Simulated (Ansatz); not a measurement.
A run of Ansatz 0.2.0 is set up as follows.

Contents of input.yaml:

```yaml
crystal:
  lattice:
    - [0.0, 2.192684, 2.192684]
    - [2.192684, 0.0, 2.192684]
    - [2.192684, 2.192684, 0.0]
  atoms:
    - { symbol: W, position: [0.0, 0.0, 0.0] }
    - { symbol: C, position: [0.5, 0.5, 0.5] }
hamiltonian:
  xc: pbesol
  pseudopotentials: { kind: paw }
kpoints:
  mp_grid: { grid: [10, 10, 10] }
  band_path:
    path:
      - [[0.0, 0.0, 0.0], [0.5, 0.0, 0.5], [0.5, 0.25, 0.75], [0.375, 0.375, 0.75], [0.0, 0.0, 0.0], [0.5, 0.5, 0.5], [0.625, 0.25, 0.625], [0.5, 0.25, 0.75], [0.5, 0.5, 0.5], [0.375, 0.375, 0.75]]
      - [[0.625, 0.25, 0.625], [0.5, 0.0, 0.5]]
    npoints: 14
scf:
  occupations: { method: fermi_dirac, width: 0.05 }
  n_extra_bands: 6
output:
  forces: true
  stress: true
  eigenvalues: true
  fatbands: false
  write_density: true
  write_potential: true
  elf: true
  volumetric_format: npy
```

Potentials or basis: Ansatz PAW.

Launch:

```console
$ ansatz run input.yaml --threads 2 --pin off --max-ram 5632MiB --backend cpu --events-out ev --progress --plain --runs-dir out
```

(1) Predict the pressure.

(2) What does it give for the band gap on the k mesh?

Results:

(1) -10.2 GPa.

(2) none (metal or under the smearing width).

Caveat: the pressure holds a Pulay correction of +0.3 GPa for the finite cutoff; spin-orbit coupling is left out, which moves the levels of the heavy elements; the PAW data sets come from PBE, with cores solved anew for the run's functional, which leaves a small shift of forces and pressure.
